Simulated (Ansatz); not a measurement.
Crystal: TiO2.

```
CELL_PARAMETERS angstrom
1.49733 0.86448 6.98154
-1.49733 0.86448 6.98154
0.00000 -1.72897 6.98154
ATOMIC_POSITIONS crystal
Ti 0.00000 0.00000 0.00000
O 0.37953 0.37953 0.37953
O 0.62047 0.62047 0.62047
```

Measurements of this composition are mostly on another form, of space group No. 141.

Base run:

| Property | Result |
| --- | --- |
| Program | Ansatz 0.2.0 |
| Functional | HSE06 |
| Potentials or basis | Ansatz PAW |
| Cutoff | 420 eV (not typed: the program's choice for these potentials) |
| k mesh | 8 × 8 × 8 |
| Occupations | fermi-dirac, width 0.05 eV |
| Spin | no spin polarisation |

Its results: band gap on the k mesh 4.28 eV, indirect (least direct gap 4.47 eV); pressure -5.1 GPa; largest force 0.720 eV/Å.

Question: The run is repeated on the same cell with these changes: functional from HSE06 to PBE0. What comes out?

Answer: Band gap on the k mesh 5.03 eV, indirect (least direct gap 5.22 eV); pressure -5.1 GPa; largest force 0.725 eV/Å.

Caveats: the PAW data sets come from PBE, with cores solved anew for the run's functional, which leaves a small shift of forces and pressure; the thresholds are loose for stress.
